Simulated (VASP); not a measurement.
Runs of VASP 6.6.1 on KTaO3. Symmetry: Pm-3m, No. 221, cubic system. Conventional cell: a = 3.988 Å, b = 3.988 Å, c = 3.988 Å, α = 90.00°, β = 90.00°, γ = 90.00°. Ta (site symmetry m-3m) is surrounded by 6 O at 1.99 Å. K (site symmetry m-3m) is surrounded by 12 O at 2.82 Å. O (site symmetry 4/mmm) is surrounded by 2 Ta at 1.99 Å. 

```csv
level,potentials or basis,gap on the mesh (eV)
r2SCAN,"VASP PAW PBE potentials, release 64 (Ta_pv, K_sv, O)",(a)
PBE,"VASP PAW PBE potentials, release 64 (Ta_pv, K_sv, O)",2.18
LDA,"VASP PAW LDA potentials, release 64 (Ta_pv, K_sv, O)",2.02
TB-mBJ,"VASP PAW PBE potentials, release 64 (Ta_pv, K_sv, O)",3.50
```

Alike in all rows: task band structure; no spin polarisation; cell as given; k mesh 8 × 8 × 8; cutoff (eV) 520; smearing gaussian 0.02 eV.

Estimate the missing entries.

(a) 2.60.

Caveats: spin-orbit coupling is left out, which moves the levels of the heavy elements.

A k mesh can miss the band edges, and the runs leave out spin-orbit coupling on Ta.
